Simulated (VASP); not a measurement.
Set up this calculation in VASP 6.6.1, as the native input.

```
Task                    : density of states
Functional              : LDA
Potentials or basis     : VASP PAW LDA potentials, release 64 (Li_sv)
Cutoff                  : 520 eV
k mesh                  : 16 × 16 × 16
Occupations             : fermi-dirac, width 0.08 eV
Spin                    : no spin polarisation
Dipole correction       : no
k mesh for the DOS      : 24 × 24 × 24
Occupations for the DOS : tetrahedron
Further INCAR settings  : ALGO = Normal; EDIFF = 1e-06
```

The system is Li.

```
Li
1.0
     0.00000    2.16683    2.16683
     2.16683    0.00000    2.16683
     2.16683    2.16683    0.00000
Li
1
Direct
  0.00000 0.00000 0.00000
```

This isn't the form of Li at room conditions, which is bcc.

One way to write it, as run:

POSCAR

```
Li
1.0
    0.0000000000      2.1668323349      2.1668323349
    2.1668323349      0.0000000000      2.1668323349
    2.1668323349      2.1668323349      0.0000000000
Li
1
Direct
    0.0000000000      0.0000000000      0.0000000000
```

INCAR.step1

```
PREC = Accurate
ENCUT = 520
EDIFF = 1E-6
ISMEAR = -1
SIGMA = 0.08
LREAL = F
LASPH = T
NELM = 100
ALGO = Normal
ISIF = 2
LWAVE = F
LCHARG = T
NBANDS = 8
```

KPOINTS.step1

```
Automatic mesh
0
Gamma
  16 16 16
```

INCAR.step2

```
PREC = Accurate
ENCUT = 520
EDIFF = 1E-6
ISMEAR = -5
SIGMA = 0.08
LREAL = F
LASPH = T
NELM = 100
ALGO = Normal
ISIF = 2
LWAVE = F
LCHARG = F
LORBIT = 11
NEDOS = 1001
ICHARG = 11
```

KPOINTS.step2

```
Automatic mesh
0
Gamma
  24 24 24
```

Potentials or basis: VASP PAW LDA potentials, release 64 (Li_sv).

The run is started by

```console
$ cat potpaw_LDA.64/Li_sv/POTCAR > POTCAR
$ cp INCAR.step1 INCAR
$ cp KPOINTS.step1 KPOINTS
$ mpirun -np 1 vasp_std > vasp.out
$ cp INCAR.step2 INCAR
$ cp KPOINTS.step2 KPOINTS
$ mpirun -np 1 vasp_std > vasp.out
```

Results of the run:

The valence electrons inside the program's atomic spheres are Li 2.08.

Wall time 59 s on 1 thread of AMD EPYC 7571, on a shared host, peak memory 0.11 GiB.
